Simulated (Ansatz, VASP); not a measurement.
## Sn in VASP and in Ansatz

```xyz
1
Lattice="-1.7544 1.7546 2.1675 1.7544 -1.7546 2.1675 1.7544 1.7546 -2.1675" Properties=species:S:1:pos:R:3 pbc="T T T"
Sn    0.0000    0.0000    0.0000
```

Alike in both runs: functional PBE; dispersion D3(BJ); k mesh 16 × 16 × 16; occupations gaussian, width 0.1 eV; no spin polarisation.

Ansatz relaxed the structure, and its values are those at the end. VASP's run is a single point on that final structure, the one shown.

|  | VASP | Ansatz |
| --- | --- | --- |
| version | VASP 6.6.1 | Ansatz 0.2.0 |
| potentials or method | VASP PAW PBE potentials, release 64 (Sn_d) | scalar-relativistic, plane waves, PAW |
| plane-wave cutoff (eV) | 520 | 420 |
| valence electrons in the cell | 14 | 14 |

|  | VASP | Ansatz | Ansatz less VASP |
| --- | --- | --- | --- |
| gap on the k mesh at the Fermi level (eV) | none | none | - |
| pressure (GPa) | 0.0 | 0.0 | +0.01 |

A gap of «none» marks a metal or a gap that the smearing closes.

Caveats: pairwise dispersion overbinds metals, which lowers pressure and volume.
